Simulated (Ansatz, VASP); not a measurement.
**Two plane-wave programs on AlN**

```
CELL_PARAMETERS angstrom
0.00000 2.03525 2.03525
2.03525 0.00000 2.03525
2.03525 2.03525 0.00000
ATOMIC_POSITIONS crystal
Al 0.00000 0.00000 0.00000
N 0.50000 0.50000 0.50000
```

Alike in both runs: task electric field gradients; functional PBE; k mesh 14 × 14 × 14; occupations fermi-dirac, width 0.03 eV; no spin polarisation.

```csv
,VASP,Ansatz
version,VASP 6.6.1,Ansatz 0.2.0
potentials or method,"VASP PAW PBE potentials, release 64 (Al, N)","PAW with Ansatz's default frozen-core files, scalar-relativistic"
plane-wave cutoff (eV),520,800
valence electrons in the cell,8,8
```

Ansatz gave:

| Quantity | Value |
| --- | --- |
| gap on the k mesh at the Fermi level (eV) | 4.44 |
| pressure (GPa) | 0.0 |
| Vzz of the field gradient on the site that differs most (V/Å²) | 0.0 |

**Question.** Estimate VASP's values.

**Answer.** gap on the k mesh at the Fermi level (eV): 4.41; pressure (GPa): -0.3; Vzz of the field gradient on the site that differs most (V/Å²): 0.0.

With one functional, cell and mesh, what is left measures potentials, basis and numerics.

A k mesh can miss the band edges.
